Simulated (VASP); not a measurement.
Here is a VASP 6.6.1 calculation.

The input INCAR:

```
SYSTEM = AlGa3N2
ALGO     = Fast           ! electronic algorithm
EDIFF    = 1E-4           ! SCF threshold, eV
EDIFFG   = -0.08          ! ionic threshold
ENCUT    = 520            ! plane-wave cutoff, eV
GGA      = PE             ! functional
IBRION   = 2              ! ionic algorithm
ISIF     = 3              ! what is computed and relaxed
ISMEAR   = 0              ! smearing method
KPAR     = 2            
LASPH    = .TRUE.         ! aspherical terms in the spheres
LCHARG   = .FALSE.        ! write CHGCAR
LREAL    = .FALSE.        ! projectors in reciprocal space
LWAVE    = .FALSE.        ! write WAVECAR
NELM     = 60             ! most SCF steps
NSW      = 24             ! ionic steps
PREC     = Normal         ! precision mode
SIGMA    = 0.15           ! smearing width, eV
```

The input KPOINTS:

```
k-points
0
G
  3 3 3
  0 0 0
```

POSCAR

```
AlGa3N2
1.0
    3.0688784800     -3.2409058800      0.0000000000
    3.0688784800      3.2409058800      0.0000000000
    0.0000000000      0.0000000000      5.0824947800
Al Ga N
1 3 2
Direct
    0.0000000000      0.0000000000      0.5000000000
    0.3140804400      0.6859195600      0.5000000000
    0.6859195600      0.3140804400      0.5000000000
    0.0000000000      0.0000000000      0.0000000000
    0.7225741900      0.2774258100      0.0000000000
    0.2774258100      0.7225741900      0.0000000000
```

Potentials or basis: VASP PAW PBE potentials, release 64 (Al, Ga_d, N).

Command:

```sh
$ cat potpaw_PBE.64/Al/POTCAR potpaw_PBE.64/Ga_d/POTCAR potpaw_PBE.64/N/POTCAR > POTCAR
$ mpirun -np 2 vasp_std > vasp.out
```

**Question.** Estimate the space group after relaxing (to 0.05 Å).

**Answer.** Cmmm (No. 65).

**Question.** Predict the band gap on the k mesh.

**Answer.** None (metal or under the smearing width).

The path:
| step | energy change (eV) | largest force (eV/Å) | pressure (GPa) | volume (Å³) |
| --- | --- | --- | --- | --- |
| 1 | 0.0000 | 5.8435 | 12.33 | 101.10 |
| 2 | -0.6118 | 3.1216 | -9.10 | 119.76 |
| 3 | -1.5583 | 1.5702 | -2.82 | 109.84 |
| 4 | -1.5624 | 1.5479 | -2.91 | 109.57 |
| 5 | -1.5649 | 1.5004 | -2.31 | 109.09 |
| 6 | -1.5647 | 1.5119 | -3.70 | 109.26 |
| 7 | -1.9765 | 1.1858 | -1.73 | 104.88 |
| 8 | -2.5804 | 0.8008 | 4.34 | 91.44 |
| 9 | -2.5937 | 0.3675 | 2.66 | 93.69 |
| 10 | -2.8141 | 0.1210 | -1.33 | 94.89 |
| 11 | -2.8593 | 0.1044 | -1.99 | 95.20 |
| 12 | -2.8920 | 0.1653 | -3.50 | 95.49 |
| 13 | -2.8776 | 0.0471 | -2.87 | 95.37 |
| 14 | -2.9355 | 0.7667 | 2.60 | 90.29 |
| 15 | -2.9873 | 0.5188 | 0.01 | 92.20 |
| 16 | -3.0135 | 0.1729 | -0.53 | 91.88 |
| 17 | -3.0158 | 0.0728 | -0.57 | 91.78 |
| 18 | -3.0257 | 0.1368 | 0.28 | 90.56 |
| 19 | -3.0260 | 0.1512 | -0.35 | 90.68 |
| 20 | -3.0259 | 0.1271 | 0.77 | 90.60 |
| 21 | -3.0259 | 0.1469 | 0.14 | 90.64 |
| 22 | -3.0290 | 0.0712 | 0.06 | 90.33 |

Caveat: the k mesh is coarse (spacing up to 0.47 Å⁻¹), so the values aren't converged; the relaxation stopped at a loose force limit of 0.08 eV/Å, so its end isn't a converged minimum.
